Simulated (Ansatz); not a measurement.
# CdSe (Cadmoselite) under changes of volume

One of the cells (28.102 Å³/atom); the others are scaled copies at fixed shape and fractional positions:

```
Cd Se
1.0
     4.30000    0.00000    0.00000
    -2.15000    3.72391    0.00000
     0.00000    0.00000    7.02000
Cd Se
2 2
Direct
  0.66667 0.33333 0.50000
  0.33333 0.66667 0.00000
  0.66667 0.33333 0.88500
  0.33333 0.66667 0.38500
```

| Property | Result |
| --- | --- |
| Program | Ansatz 0.2.0 |
| Functional | PBE |
| Potentials or basis | Ansatz PAW |
| Cutoff | 420 eV (not typed: the program's choice for these potentials) |
| k mesh | 7 × 7 × 4 |
| Occupations | fermi-dirac, width 0.05 eV |
| Spin | no spin polarisation |

```tsv
volume (Å³/atom)	energy over the lowest point (meV/atom)	pressure (GPa)	gap on the mesh (eV)	largest force (eV/Å)
26.416	67.38	7.1	0.83	0.350
26.978	45.09	5.6	0.79	0.325
27.540	?	?	?	?
28.102	15.20	3.0	0.70	0.282
28.665	6.59	1.9	0.66	0.262
29.227	1.65	0.9	0.62	0.244
29.789	0.00	0.0	0.57	0.227
```

Task: What does the run at 27.540 Å³/atom give?

Result: Energy over the lowest point 27.87 meV/atom; pressure 4.2 GPa; gap on the mesh 0.75 eV; largest force 0.303 eV/Å.

Worked out: A Birch-Murnaghan fit of order 3 (a polynomial in V^(-2/3)) to the other rows has its minimum at 29.81 Å³/atom, just outside them, with B0 = V·E''(V) = 44 GPa and B' = 4.7 at fixed shape and positions, which overstates the stiffness. It gives 27.87 meV/atom at 27.540 Å³/atom, against the run's 27.87, and -dE/dV = 4.2 GPa, against 4.2. A straight line through the other rows of the gap, of slope -2.15 eV per unit of ln V (its deformation potential), gives 0.74 eV, against the run's 0.75.

Energies are extrapolated to zero smearing.

Caveats: odd divisions of the mesh miss points on the zone boundary, where band edges often lie, so the gap on the mesh can be too wide.

Spin-orbit coupling on Cd, Se is left out.
